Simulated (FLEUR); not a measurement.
Tm: single point with PBE

Crystal: Tm.

```
Tm
1.0
     0.00000    2.46803    2.46803
     2.46803    0.00000    2.46803
     2.46803    2.46803    0.00000
Tm
1
Cartesian
  0.0000 0.0000 0.0000
```

This isn't the form of Tm at room conditions, which is hcp.

```yaml
Program: FLEUR MaX-R8.1 (later development tree)
Task: single point
Functional: PBE
Potentials_or_basis: all-electron
Basis: FLAPW
Kmax: 4.1 1/bohr
k_mesh: 9 × 9 × 9
Occupations: fermi-dirac, width 0.05 eV
Spin: collinear spin, ferromagnetic start
Starting_moments: "[3.5] μB"
```

- Band gap on the k mesh: none (metal or under the smearing width)
- Net moment: 1.01 μB per cell
- Site moments: Tm +1.14 μB
- Valence electrons inside the program's atomic spheres: Tm 21.13 (radii Tm 2.66 bohr)

Levels at points of the mesh, in eV from the Fermi level:
Spin up:
| k point | band 10 | band 11 | band 12 | band 13 | band 14 | band 15 |
| --- | --- | --- | --- | --- | --- | --- |
| (0.00, 0.00, 0.00) | -0.98 | -0.98 | -0.98 | 2.96 | 2.96 | 2.96 |
Spin down:
```tsv
k point	band 9	band 10	band 11	band 12	band 13	band 14	band 15	band 16
(0.00, 0.00, 0.00)	-0.18	0.03	0.03	0.03	2.91	2.91	2.91	5.52
```

Core levels (eV from the Fermi level):
```csv
atom,levels
1 Tm,"1s1/2 -59217.3, 2s1/2 -9983.2, 2p1/2 -9514.4, 2p3/2 -8534.2, 3s1/2 -2242.5, 3p1/2 -2036.4, 3p3/2 -1829.5, 4s1/2 -440.6, 3d3/2 -1478.3, 3d5/2 -1433.1, 4p1/2 -357.8, 4p3/2 -311.0, 4d3/2 -174.8, 4d5/2 -166.3"
```

Wall time 110 s on 1 thread of Arm Neoverse V2, on a shared host, peak memory 0.08 GiB.

Caveat: the magnetic or orbital state may not be the lowest; spin-orbit coupling is left out, which moves the levels of the heavy elements. The state reached can hang on the start; a lower one may exist.
